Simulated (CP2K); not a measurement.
Runs of CP2K 2026.2 on ZnS. The structure is cubic, space group F-43m (No. 216). The conventional cell has a = 5.404 Å, b = 5.404 Å, c = 5.404 Å, α = 90.00°, β = 90.00°, γ = 90.00°. Around Zn (site symmetry -43m) lie 4 S at 2.34 Å. S (site symmetry -43m) is surrounded by 4 Zn at 2.34 Å. 

```csv
task,potentials or basis,cell,ADDED_MOS,hirshfeld SHAPE_FUNCTION,VORONOI_RADII,points a segment of the path (NPOINTS),bands added on the path,gap on the mesh (eV),pressure (GPa),largest force (eV/Å)
atomic charges,"POTENTIAL_UZH Zn GTH-PBE-q12, S GTH-PBE-q6; ccGRB-D basis",as given,[10],GAUSSIAN,VDW,-,-,2.29,(c),-
atomic charges,"GTH_POTENTIALS Zn GTH-PBE-q12, S GTH-PBE-q6; SZV-MOLOPT-SR-GTH basis",as given,[4],GAUSSIAN,VDW,-,-,2.11,-0.6,-
band structure,"POTENTIAL_UZH Zn GTH-PBE-q12, S GTH-PBE-q6; TZVP-MOLOPT-PBE-GTH basis",strain_c = 0,[10],-,-,10,6,2.08,2.0,-
band structure,"POTENTIAL_UZH Zn GTH-PBE-q12, S GTH-PBE-q6; TZVP-MOLOPT-PBE-GTH basis",strain_c = -0.02,[10],-,-,10,6,2.11,3.8,0.17
band structure,"POTENTIAL_UZH Zn GTH-PBE-q12, S GTH-PBE-q6; TZVP-MOLOPT-PBE-GTH basis",strain_c = 0.04,[10],-,-,10,6,1.84,-0.6,0.17
atomic charges,"GTH_POTENTIALS Zn GTH-PBE-q12, S GTH-PBE-q6; TZVP-MOLOPT-SR-GTH, TZVP-MOLOPT-GTH basis",as given,[10],GAUSSIAN,VDW,-,-,2.08,2.3,-
band structure,"POTENTIAL_UZH Zn GTH-PBE-q12, S GTH-PBE-q6; TZVP-MOLOPT-PBE-GTH basis",strain_c = 0.02,[10],-,-,10,6,1.96,0.6,(b)
band structure,"POTENTIAL_UZH Zn GTH-PBE-q12, S GTH-PBE-q6; TZVP-MOLOPT-PBE-GTH basis",strain_c = 0.06,[10],-,-,10,6,1.72,(a),0.19
```

Alike in all rows: level PBE; no spin polarisation; k mesh 9 × 9 × 9; smearing fermi-dirac 0.05 eV.

Task: Fill in the values left out.

Result: (a) -1.6; (b) 0.11; (c) 2.7.

Caveats: the basis of atomic orbitals isn't converged, which shifts pressures, moduli and gaps; a minimal basis gives rough bond lengths, pressures and levels (some runs).

